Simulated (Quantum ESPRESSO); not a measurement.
Write the native input for Quantum ESPRESSO 7.5 that does the following.

| Property | Result |
| --- | --- |
| Task | single point |
| Functional | PBE |
| Potentials or basis | SSSP 1.3 efficiency PBE |
| Cutoff | 748 eV |
| Density cutoff | 5987 eV |
| k mesh | 11 × 11 × 11 |
| Occupations | fermi-dirac, width 0.05 eV |
| Spin | no spin polarisation |
| Mixing beta | 0.5 |
| Most SCF iterations | 120 |
| SCF threshold | 2e-10 Ry |

Crystal: Al.

```
Al
1.0
     0.04789    1.96914    2.02685
     2.04326   -0.00835    2.08310
     2.04058    2.02271   -0.00568
Al
1
Direct
  0.00598 0.98688 0.02117
```

The cell isn't the ideal one: cell strained at random at fixed volume.

The input as run:

pw.in

```
&CONTROL
  calculation = 'scf'
  prefix = 'pwscf'
  outdir = './tmp'
  pseudo_dir = './pseudo'
  tprnfor = .true.
  tstress = .true.
  disk_io = 'nowf'
/
&SYSTEM
  ibrav = 0
  nat = 1
  ntyp = 1
  ecutwfc = 55
  ecutrho = 440
  nbnd = 6
  occupations = 'smearing'
  smearing = 'fd'
  degauss = 0.00367493
/
&ELECTRONS
  conv_thr = 2d-10
  electron_maxstep = 120
  mixing_beta = 0.5
/
ATOMIC_SPECIES
Al    26.9815 Al.pbe-n-kjpaw_psl.1.0.0.UPF
CELL_PARAMETERS angstrom
   0.0478940000    1.9691420000    2.0268530000
   2.0432560000   -0.0083540000    2.0831010000
   2.0405820000    2.0227150000   -0.0056790000
ATOMIC_POSITIONS crystal
Al     0.0059780000   -0.0131190000    0.0211680000
K_POINTS automatic
11 11 11 0 0 0
```

Potentials or basis: SSSP 1.3 efficiency PBE.

The run is started by

```console
$ OMP_NUM_THREADS=1 pw.x -in pw.in > pw.out
```

Results of the run:

| Property | Result |
| --- | --- |
| Pressure | -0.3 GPa |
| Band gap on the k mesh | none (metal or under the smearing width) |

Wall time 28 s on 1 thread of Arm Neoverse V2 (shared host), peak memory 0.13 GiB.
